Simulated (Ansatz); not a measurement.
The system is InAs.

```xyz
2
Lattice="0.0000 3.0180 3.0180 3.0180 0.0000 3.0180 3.0180 3.0180 0.0000" Properties=species:S:1:pos:R:3 pbc="T T T"
In    0.0000    0.0000    0.0000
As    4.5270    4.5270    4.5270
```

```yaml
Program: Ansatz 0.2.0
Task: relaxation of cell and atoms
Functional: PBE
Potentials_or_basis: Ansatz PAW
Cutoff: "420 eV (not typed: the program's choice for these potentials)"
k_mesh: 6 × 6 × 6
Occupations: fermi-dirac, width 0.05 eV
Spin: spin-orbit coupling, no magnetisation
```

At the start: volume 27.49 Å³/atom.

Where does the relaxation end?

It ends after 5 steps and the volume is 29.60 Å³/atom (+7.7 %); space group F-43m (No. 216, to 0.05 Å).

The path:
```csv
step,energy change (eV),largest force (eV/Å),volume (Å³)
1,0.0000,0.0000,54.98
2,-0.0478,0.0000,60.49
3,-0.0519,0.0000,59.38
4,-0.0520,0.0000,59.21
5,-0.0528,0.0000,59.21
```

Final structure:
```xyz
2
Lattice="0.0000 3.0935 3.0935 3.0935 0.0000 3.0935 3.0935 3.0935 0.0000" Properties=species:S:1:pos:R:3 pbc="T T T"
In    0.0000    0.0000    0.0000
As    4.6402    4.6402    4.6402
```

Caveat: the plane-wave basis is chosen anew once the cell has moved, so the energies of steps on either side of that aren't comparable.
